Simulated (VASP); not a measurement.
# Re in VASP: a series of runs

The runs below take Re through relaxation of the atoms, with LDA, PBE, PBEsol, RPBE.

Program: VASP 6.6.1. These are calculated values, not measurements. Logs are shortened: lines on timing, memory, paths and dates and some standing lists are left out, and cuts for length are marked.

### Step 1. The structure

The cell holds a slab with vacuum, 6 atoms: a = 2.793 Å, b = 2.793 Å, c = 24.875 Å, α = 90.00°, β = 90.00°, γ = 90.00°.

The slab is cut from a database's or a generator's crystal, which needn't be the stable form of the element.

### Step 2. Relaxation of the atoms, LDA

INCAR reads:

```
ALGO = Normal ; DIPOL = 0.5 0.5 0.500
EDIFF = 1E-6 ; EDIFFG = -0.005
ENCUT = 520 ; IBRION = 2
IDIPOL = 3 ; ISIF = 2
ISMEAR = -1 ; LASPH = T
LCHARG = F ; LDIPOL = T
LREAL = F ; LWAVE = F
NELM = 80 ; NSW = 60
PREC = Accurate ; SIGMA = 0.05
```

KPOINTS reads:

```
k-points
0
Gamma
  7 7 1
```

POSCAR reads:

```
Re
1.0
    2.7930717857      0.0000000000      0.0000000000
    0.0000000000      2.7930717857      0.0000000000
    0.0000000000      0.0000000000     24.8750000000
Re
6
Selective dynamics
Direct
    0.5000000000      0.5000000000      0.3015075377  F F F
    0.0000000000      0.0000000000      0.3809045226  F F F
    0.5000000000      0.5000000000      0.4603015075  F F F
    0.0000000000      0.0000000000      0.5396984925  T T T
    0.5000000000      0.5000000000      0.6190954774  T T T
    0.0000000000      0.0000000000      0.6984924623  T T T
```

Potentials or basis: VASP PAW LDA potentials, release 64 (Re).

Started as:

```bash
$ cat potpaw_LDA.64/Re/POTCAR > POTCAR
$ mpirun -np 1 vasp_std > vasp.out
```

OUTCAR:

```text
EDIFF = 1E-6
   EDIFFG = -0.005
   ENCUT = 520
   IBRION = 2
   ISIF = 2
   ISMEAR = -1
   LASPH = T
   LREAL = F
   NELM = 80
   NSW = 60
   PREC = Accurate

 ion  position               nearest neighbor table
   1  0.500  0.500  0.302-   2 2.79   2 2.79   2 2.79   2 2.79
   2  0.000  0.000  0.381-   1 2.79   3 2.79   1 2.79   3 2.79   1 2.79   3 2.79   1 2.79   3 2.79

   3  0.500  0.500  0.460-   2 2.79   2 2.79   2 2.79   2 2.79   4 2.79   4 2.79   4 2.79   4 2.79

   4  0.000  0.000  0.540-   5 2.79   5 2.79   5 2.79   5 2.79   3 2.79   3 2.79   3 2.79   3 2.79

   5  0.500  0.500  0.619-   4 2.79   6 2.79   4 2.79   6 2.79   4 2.79   6 2.79   4 2.79   6 2.79

   6  0.000  0.000  0.698-   5 2.79   5 2.79   5 2.79   5 2.79

  LATTYP: Found a simple tetragonal cell.
 ALAT       =     2.7930717857
 C/A-ratio  =     8.9059651554

  Lattice vectors:

 A1 = (   2.7930717857,   0.0000000000,   0.0000000000)
 A2 = (   0.0000000000,   2.7930717857,   0.0000000000)
 A3 = (   0.0000000000,   0.0000000000,  24.8750000000)

Analysis of symmetry for initial positions (statically):
=====================================================================
 Subroutine PRICEL returns:
 Original cell was already a primitive cell.

 Routine SETGRP: Setting up the symmetry group for a
 simple tetragonal supercell.

 Subroutine GETGRP returns: Found 16 space group operations
 (whereof  8 operations were pure point group operations)
 out of a pool of 16 trial point group operations.

The static configuration has the point symmetry C_4v.
 The point group associated with its full space group is D_4h.

Analysis of symmetry for dynamics (positions and initial velocities):
=====================================================================
 Subroutine PRICEL returns:
 Original cell was already a primitive cell.

 Routine SETGRP: Setting up the symmetry group for a
 simple tetragonal supercell.

 Subroutine GETGRP returns: Found 16 space group operations
 (whereof  8 operations were pure point group operations)
 out of a pool of 16 trial point group operations.

The dynamic configuration has the point symmetry C_4v.
 The point group associated with its full space group is D_4h.

Analysis of constrained symmetry for selective dynamics:
=====================================================================
 Subroutine PRICEL returns:
[... 132 lines left out ...]
   LRPA    =     F    only Hartree local field effects (RPA)
 conjugate gradient relaxation of ions
 non-spin polarized calculation
  energy-cutoff  :      520.00
  volume of cell :      194.06
 maximum number of plane-waves:      5261
 NGX is ok and might be reduce to    24
   NGX = 11   NGY = 11   NGZ = 93

--------------------------------------- Ionic step        1  -------------------------------------------

 number of electron      42.0000002 magnetization

 Free energy of the ion-electron system (eV)
  ---------------------------------------------------
  ext. energy  EPLUGINS =         0.00000000
  ---------------------------------------------------
  free energy    TOTEN  =       -77.23107935 eV

  energy without entropy =      -77.15749597  energy(sigma->0) =      -77.19428766

------------------------ aborting loop because EDIFF is reached ----------------------------------------

  FORCE on cell =-STRESS in cart. coord.  units (eV):
  Direction    XX          YY          ZZ          XY          YZ          ZX
  --------------------------------------------------------------------------------------
  -------------------------------------------------------------------------------------
  Total      -18.6650955    -18.6650955    -16.0010834      0.0000000      0.0000000      0.0000000
  in kB     -154.1038588   -154.1038588   -132.1090857      0.0000000      0.0000000      0.0000000
  external PRESSURE =    -146.7722678 kB  Pullay stress =       0.0000000 kB
[... 101 lines left out ...]
  FREE ENERGIE OF THE ION-ELECTRON SYSTEM (eV)
  ---------------------------------------------------
  free  energy   TOTEN  =       -77.5063388371 eV

  energy  without entropy=      -77.4309668932  energy(sigma->0) =      -77.46865287

 dipolmoment           0.000000      0.000000      0.001464 electrons x Angstroem

 vacuum level on the upper side and lower side of the slab       (xc-potential included)        -0.119        -0.001

[... ionic steps 4 to 18 ...]

--------------------------------------- Ionic step       19  -------------------------------------------

 number of electron      42.0000002 magnetization

------------------------ aborting loop because EDIFF is reached ----------------------------------------
[... 75 lines left out ...]
--------------------------------------- Ionic step       21  -------------------------------------------

 number of electron      42.0000002 magnetization

 dipolmoment           0.000000      0.000000     -0.009661 electrons x Angstroem

 Free energy of the ion-electron system (eV)
  ---------------------------------------------------
  ext. energy  EPLUGINS =         0.00000000
  ---------------------------------------------------
  free energy    TOTEN  =       -77.66945141 eV

  energy without entropy =      -77.59961389  energy(sigma->0) =      -77.63453265

 E-fermi :   1.0002     XC(G=0):  -7.2497

 val. band max:        0.9255220813   @ k =   0.4286   0.0000   0.0000
 cond. band min:       1.0025504569   @ k =   0.4286   0.2857   0.0000
 fundamental gap:      0.0770283756
 Fermi energy:         1.0002170227

 k-point     1 :       0.0000    0.0000    0.0000
  band No.  band energies     occupation
      1      -8.6731      2.00000
      2      -7.6012      2.00000
      3      -6.2316      2.00000
      4      -5.6227      2.00000
      5      -5.1149      2.00000
      6      -4.9679      2.00000
[... 269 lines left out ...]
     24       3.6240      0.00000
     25       3.7266      0.00000

------------------------ aborting loop because EDIFF is reached ----------------------------------------

 vacuum level on the upper side and lower side of the slab       (xc-potential included)        -0.118         0.102

  FORCE on cell =-STRESS in cart. coord.  units (eV):
  Direction    XX          YY          ZZ          XY          YZ          ZX
  --------------------------------------------------------------------------------------
  -------------------------------------------------------------------------------------
  Total      -11.1736606    -11.1736606     -6.3618675      0.0000000      0.0000000     -0.0000000
  in kB      -92.2526334    -92.2526334    -52.5252246      0.0000000      0.0000000     -0.0000000
  external PRESSURE =     -79.0101638 kB  Pullay stress =       0.0000000 kB
[... 21 lines left out ...]
  FREE ENERGIE OF THE ION-ELECTRON SYSTEM (eV)
  ---------------------------------------------------
  free  energy   TOTEN  =       -77.6694514069 eV

  energy  without entropy=      -77.5996138853  energy(sigma->0) =      -77.63453265

 reached required accuracy - stopping structural energy minimisation

 vacuum level on the upper side and lower side of the slab         5.966         6.189
```

Run time: 11 min. Hardware: 1 thread of Intel Xeon 6975P-C (Granite Rapids), shared host; peak memory 0.27 GiB.

What came out:

- Free energy: -77.6695 eV
- Energy gained by relaxing: 73.1 meV/atom
- Ionic steps: 21
- Band gap on the k mesh: none (metal or under the smearing width)

The path:
```
step  energy change (eV)  largest force (eV/Å)  pressure (GPa)
   1              0.0000                2.0879          -14.68
   2             -0.2005                2.0613          -13.31
   3             -0.2753                2.0996          -11.30
   4             -0.2773                2.0901          -11.67
   5             -0.3148                2.1012          -11.28
   6             -0.3974                2.1246          -10.00
   7             -0.3994                2.1707           -7.02
   8             -0.4286                2.1404           -8.66
   9             -0.4234                2.2157           -7.02
  10             -0.4383                2.1804           -7.99
  11             -0.4383                2.1837           -7.97
  12             -0.4384                2.1893           -7.94
  13             -0.4383                2.1826           -7.94
  14             -0.4383                2.1833           -7.94
  15             -0.4384                2.1833           -7.91
  16             -0.4384                2.1831           -7.92
  17             -0.4384                2.1834           -7.92
  18             -0.4384                2.1835           -7.92
  19             -0.4384                2.1829           -7.92
  20             -0.4384                2.1833           -7.88
  21             -0.4384                2.1842           -7.90
```

Final structure:
```
Re
1.0
     2.79307    0.00000    0.00000
     0.00000    2.79307    0.00000
     0.00000    0.00000   24.87500
Re
6
Direct
  0.50000 0.50000 0.30151
  0.00000 0.00000 0.38090
  0.50000 0.50000 0.46030
  0.00000 0.00000 0.53431
  0.50000 0.50000 0.61223
  0.00000 0.00000 0.68040
```

### Step 3. Relaxation of the atoms, PBE

INCAR reads:

```
ALGO = Normal ; DIPOL = 0.5 0.5 0.500
EDIFF = 1E-6 ; EDIFFG = -0.005
ENCUT = 520 ; GGA = PE
IBRION = 2 ; IDIPOL = 3
ISIF = 2 ; ISMEAR = -1
LASPH = T ; LCHARG = F
LDIPOL = T ; LREAL = F
LWAVE = F ; NELM = 80
NSW = 60 ; PREC = Accurate
SIGMA = 0.05
```

KPOINTS is that of step 2.

POSCAR is that of step 2.

Potentials or basis: VASP PAW PBE potentials, release 64 (Re).

Started as:

```bash
$ cat potpaw_PBE.64/Re/POTCAR > POTCAR
$ mpirun -np 1 vasp_std > vasp.out
```

Wall time 13 min (1 thread of Intel Xeon 6975P-C (Granite Rapids), shared host); peak memory 0.34 GiB.

It converged, with:

- Free energy: -70.3801 eV
- Energy gained by relaxing: 31.3 meV/atom
- Ionic steps: 24
- Band gap on the k mesh: none (metal or under the smearing width)

Step by step:
```csv
step,energy change (eV),largest force (eV/Å),pressure (GPa)
1,0.0000,1.4740,-8.79
2,-0.1088,1.4458,-7.80
3,-0.1442,1.4450,-6.65
4,-0.1446,1.4432,-6.79
5,-0.1446,1.4435,-6.74
6,-0.1545,1.4460,-6.51
7,-0.1762,1.4530,-5.84
8,-0.1807,1.4679,-4.38
9,-0.1854,1.4614,-5.03
10,-0.1860,1.4883,-4.72
11,-0.1879,1.4764,-4.87
12,-0.1879,1.4757,-4.88
13,-0.1879,1.4706,-4.93
14,-0.1879,1.4754,-4.89
15,-0.1879,1.4756,-4.88
16,-0.1879,1.4747,-4.89
17,-0.1879,1.4749,-4.89
18,-0.1879,1.4727,-4.88
19,-0.1879,1.4754,-4.88
20,-0.1879,1.4746,-4.88
21,-0.1879,1.4725,-4.88
22,-0.1879,1.4760,-4.86
23,-0.1879,1.4748,-4.88
24,-0.1879,1.4751,-4.87
```

Final structure:
```yaml
crystal:
  lattice:
    - [2.79307, 0.00000, 0.00000]
    - [0.00000, 2.79307, 0.00000]
    - [0.00000, 0.00000, 24.87500]
  atoms:
    - { symbol: Re, position: [0.50000, 0.50000, 0.30151] }
    - { symbol: Re, position: [0.00000, 0.00000, 0.38090] }
    - { symbol: Re, position: [0.50000, 0.50000, 0.46030] }
    - { symbol: Re, position: [0.00000, 0.00000, 0.53736] }
    - { symbol: Re, position: [0.50000, 0.50000, 0.61668] }
    - { symbol: Re, position: [0.00000, 0.00000, 0.68778] }
```

Levels at points of the mesh, in eV from the Fermi level:
| k point | band 17 | band 18 | band 19 | band 20 | band 21 | band 22 | band 23 | band 24 | band 25 |
| --- | --- | --- | --- | --- | --- | --- | --- | --- | --- |
| (0.00, 0.00, 0.00) | -1.15 | -1.04 | -0.21 | -0.15 | -0.15 | 0.09 | 0.92 | 1.04 | 1.32 |

The run has no spin-orbit coupling, so splittings on Re are missing.

### Step 4. Relaxation of the atoms, PBEsol

INCAR, as its differences from that of step 3:

```diff
@@ -2,3 +2,3 @@
 EDIFF = 1E-6 ; EDIFFG = -0.005
-ENCUT = 520 ; GGA = PE
+ENCUT = 520 ; GGA = PS
 IBRION = 2 ; IDIPOL = 3
```

KPOINTS is that of step 3.

POSCAR is that of step 3.

Started as:

```bash
$ cat potpaw_PBE.64/Re/POTCAR > POTCAR
$ mpirun -np 1 vasp_std > vasp.out
```

It took 11 min on 1 thread of Intel Xeon 6975P-C (Granite Rapids), shared host; peak memory 0.34 GiB.

The run converged. Its results:

```
Free energy               : -75.4948 eV
Energy gained by relaxing : 57.5 meV/atom
Ionic steps               : 19
Band gap on the k mesh    : none (metal or under the smearing width)
```

Step by step:
```
step  energy change (eV)  largest force (eV/Å)  pressure (GPa)
   1              0.0000                1.9155          -12.82
   2             -0.1710                1.8821          -11.58
   3             -0.2284                1.8983           -9.89
   4             -0.2297                1.8947          -10.16
   5             -0.2561                1.8989           -9.80
   6             -0.3140                1.9171           -8.75
   7             -0.3167                1.9420           -6.31
   8             -0.3358                1.9284           -7.60
   9             -0.3338                1.9866           -6.34
  10             -0.3446                1.9607           -7.01
  11             -0.3446                1.9618           -7.04
  12             -0.3446                1.9567           -7.09
  13             -0.3447                1.9585           -7.09
  14             -0.3447                1.9621           -7.07
  15             -0.3447                1.9594           -7.07
  16             -0.3447                1.9601           -7.06
  17             -0.3447                1.9606           -7.07
  18             -0.3447                1.9602           -7.05
  19             -0.3447                1.9609           -7.04
```

Final structure:
```
CELL_PARAMETERS angstrom
2.79307 0.00000 0.00000
0.00000 2.79307 0.00000
0.00000 0.00000 24.87500
ATOMIC_POSITIONS crystal
Re 0.50000 0.50000 0.30151
Re 0.00000 0.00000 0.38090
Re 0.50000 0.50000 0.46030
Re 0.00000 0.00000 0.53533
Re 0.50000 0.50000 0.61365
Re 0.00000 0.00000 0.68293
```

Levels at points of the mesh, in eV from the Fermi level:
| k point | band 19 | band 20 | band 21 | band 22 | band 23 | band 24 |
| --- | --- | --- | --- | --- | --- | --- |
| (0.00, 0.00, 0.00) | -0.21 | -0.21 | -0.13 | 0.19 | 0.88 | 1.03 |

Caveat: the PAW data sets were made with another functional, which shifts forces and pressure a little. Spin-orbit coupling is left out, which matters for the levels of Re.

[end of part 1 of 2]
